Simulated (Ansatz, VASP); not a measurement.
Two plane-wave programs on SnSe

Contents of INCAR:

```
SYSTEM = SnSe
PREC = Accurate
ENCUT = 520
EDIFF = 1E-6
ISMEAR = -1
SIGMA = 0.1
LREAL = .FALSE.
LASPH = .TRUE.
NELM = 80
ALGO = Normal
ISIF = 2
LWAVE = .FALSE.
LCHARG = .TRUE.
GGA = PE
LELF = .TRUE.
LVHAR = .TRUE.
NBANDS = 17
```

File KPOINTS:

```
regular mesh
0
G
  14 14 14
  0 0 0
```

POSCAR

```
SnSe
1.0
    2.9208544810      0.0000000000      0.0000000000
    0.0000000000      2.9208544810      0.0000000000
    0.0000000000      0.0000000000      2.9208544810
Sn Se
1 1
Direct
    0.0000000000      0.0000000000      0.0000000000
    0.5000000000      0.5000000000      0.5000000000
```

Input for Ansatz:

```yaml
crystal:
  lattice:
    - [2.920854481, 0.0, 0.0]
    - [0.0, 2.920854481, 0.0]
    - [0.0, 0.0, 2.920854481]
  atoms:
    - { symbol: Sn, position: [0.0, 0.0, 0.0] }
    - { symbol: Se, position: [0.5, 0.5, 0.5] }
kpoints:
  mp_grid: { grid: [14, 14, 14] }
scf:
  occupations: { method: fermi_dirac, width: 0.1 }
hamiltonian:
  xc: pbe
  pseudopotentials: { kind: paw }
output:
  forces: true
  stress: true
  eigenvalues: true
  populations: true
```

Change from the starting cell: volume scaled by 0.5, PAW files.

Alike in both runs: task single point; functional PBE; k mesh 14 × 14 × 14; occupations fermi-dirac, width 0.1 eV; no spin polarisation.

|  | VASP | Ansatz |
| --- | --- | --- |
| version | VASP 6.6.1 | Ansatz 0.2.0 |
| potentials or method | VASP PAW PBE potentials, release 64 (Sn_d, Se) | PAW with Ansatz's default frozen-core files, scalar-relativistic |
| plane-wave cutoff (eV) | 520 | 420 |
| valence electrons in the cell | 20 | 30 |

VASP gave:

- pressure (GPa): 170.4

Task: Which values does Ansatz return?

Result: Pressure (GPa): 169.3.

The two sets of potentials don't hold the same shells in valence.

Caveats: the cell as given lies far from equilibrium; so large a pressure means that the cell lies far from this level's equilibrium, or that cutoff or potentials fall short (VASP).
